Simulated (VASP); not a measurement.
Crystal: Rh.

```
CELL_PARAMETERS angstrom
0.00000 1.89785 1.89785
1.89785 0.00000 1.89785
1.89785 1.89785 0.00000
ATOMIC_POSITIONS crystal
Rh 0.00000 0.00000 0.00000
```

- Program: VASP 6.6.1
- Task: relaxation of cell and atoms
- Functional: PBEsol
- Potentials or basis: VASP PAW PBE potentials, release 64 (Rh_pv)
- Cutoff: 600 eV
- k mesh: 10 × 10 × 10
- Occupations: fermi-dirac, width 0.05 eV
- Spin: no spin polarisation

At the start: pressure -3.8 GPa; volume 13.67 Å³/atom.

Problem. Where does the relaxation end?

Solution. Over 3 steps the energy falls by 2.1 meV/atom and the volume is 13.50 Å³/atom (-1.3 %); space group Fm-3m (No. 225, to 0.05 Å).

Step by step:
```csv
step,energy change (eV),largest force (eV/Å),pressure (GPa),volume (Å³)
1,0.0000,0.0000,-3.77,13.67
2,0.0128,0.0000,11.03,13.04
3,-0.0021,0.0000,-0.05,13.50
```

Final structure:
```
Rh
1.0
     0.00000    1.88967    1.88967
     1.88967    0.00000    1.88967
     1.88967    1.88967    0.00000
Rh
1
Direct
  0.00000 0.00000 0.00000
```

Caveat: the PAW data sets were made with another functional, which shifts forces and pressure a little.
